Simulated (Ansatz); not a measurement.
# PbS: the order of phases at one pressure

Which of rocksalt, CsCl, zincblende, wurtzite, NiAs has the lowest enthalpy for PbS at one common pressure? Methods of the runs shown: LAPW. Companion runs by PAW are cited.

Program: Ansatz 0.2.0. Level of theory: DFT, PBE, all-electron LAPW, scalar-relativistic. These are calculated values, not measurements.

## (1) Starting point

The structure is cubic, space group Fm-3m (No. 225). Conventional cell: a = 6.008 Å, b = 6.008 Å, c = 6.008 Å, α = 90.00°, β = 90.00°, γ = 90.00°. Around Pb (site symmetry m-3m) lie 6 S at 3.00 Å. S (site symmetry m-3m) is surrounded by 6 Pb at 3.00 Å.

Structure file:

```
Pb S
1.0
     0.00000    3.00420    3.00420
     3.00420    0.00000    3.00420
     3.00420    3.00420    0.00000
Pb S
1 1
Cartesian
  0.0000 0.0000 0.0000
  3.0042 3.0042 3.0042
```

Atoms are numbered in the order of the input: Pb1, S2.

## (2) Rocksalt relaxed under pressure, LAPW

File input.yaml:

```yaml
crystal:
  lattice:
    - [0.0, 3.0042003954, 3.0042003954]
    - [3.0042003954, 0.0, 3.0042003954]
    - [3.0042003954, 3.0042003954, 0.0]
  atoms:
    - { symbol: Pb, position: [0.0, 0.0, 0.0] }
    - { symbol: S, position: [0.5, 0.5, 0.5] }
kpoints:
  mp_grid: { grid: [12, 12, 12] }
scf:
  occupations: { method: fermi_dirac, width: 0.1 }
hamiltonian:
  xc: pbe
  pseudopotentials: { kind: all_electron, lapw: { basis_error: 0.0005 } }
output:
  forces: true
  stress: true
  eigenvalues: true
relax:
  f_tol: 0.005
  max_steps: 12
  cell: { p_target: 0.011, stress_tol: 0.03 }
```

On the command line:

```bash
$ ansatz run input.yaml --threads 1 --pin off --max-ram 3584MiB --backend cpu --events-out ev --progress --plain --runs-dir out
```

After this run come: CsCl relaxed under pressure, LAPW; Zincblende relaxed under pressure, LAPW; Wurtzite at the cell that PAW relaxed, LAPW; NiAs at the cell that PAW relaxed, LAPW.

Q: Predict the outcome of this session. Wanted: pressure; lowest (for each run or level that gives them).

The runs gave:

| quantity | value |
| --- | --- |
| pressure | 0.011 GPa |
| lowest (LAPW) | rocksalt, 60.2 meV/atom under NiAs |
| lowest (PAW) | rocksalt, 60.2 meV/atom under NiAs |

By LAPW the order is rocksalt < NiAs < wurtzite < zincblende < CsCl. By PAW the order is rocksalt < NiAs < wurtzite < zincblende < CsCl. The methods agree on the lowest phase. Only these structures were tried, with electrons smeared by 0.1 eV and without vibrations, so the true ground state may be another. The k meshes differ between phases and weren't tested, which can move differences by some meV. Spin-orbit coupling is left out, though the cell holds Pb; in elements this heavy it can shift bands and gaps by tenths of an eV.
